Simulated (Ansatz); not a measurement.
**MgTe, a database entry at a rescaled volume**

```yaml
crystal:
  lattice:
    - [2.28524, 3.95815, 0.00000]
    - [-2.28524, 3.95815, 0.00000]
    - [0.00000, 0.00000, 7.41186]
  atoms:
    - { symbol: Mg, position: [0.33333, 0.33333, 0.00000] }
    - { symbol: Mg, position: [0.66667, 0.66667, 0.50000] }
    - { symbol: Te, position: [0.33333, 0.33333, 0.38500] }
    - { symbol: Te, position: [0.66667, 0.66667, 0.88500] }
```

Level: LDA, spin-orbit coupling; 420 eV; 7×7×4 Γ-centred mesh; fermi-dirac occupations (width 0.0215 eV); Ansatz 0.2.0, fixed geometry.

The state carries no moments; the state need not be the lowest.

Q: Is it stable against the elements?

A: -0.83 eV an atom against the elements' usual phases (free molecules for gases, crystals otherwise, with no correction for O₂ or N₂), so it is bound against them; other compounds may still compete. Relaxing would lower it.

Q: Which atom feels the largest force, and which way?

A: The largest is on Te3 (and as large on other atoms): 0.20 eV/Å, components (0.00, 0.00, -0.20). It makes 108° with the line to a nearest neighbour, Mg2 at 2.77 Å.

Q: Is the cell too large or too small?

A: The pressure is -1.3 GPa (compression positive), so with the atoms held at these fractions the cell would first shrink.

Q: How is the charge shared?

A: Bader charges in e: Mg +1.50, Te -1.50. In the mean Mg gives up most and Te takes most.

Q: What is the band gap?

A: The gap is 1.94 eV, direct at the points sampled.

Origin: a database entry at a rescaled volume.
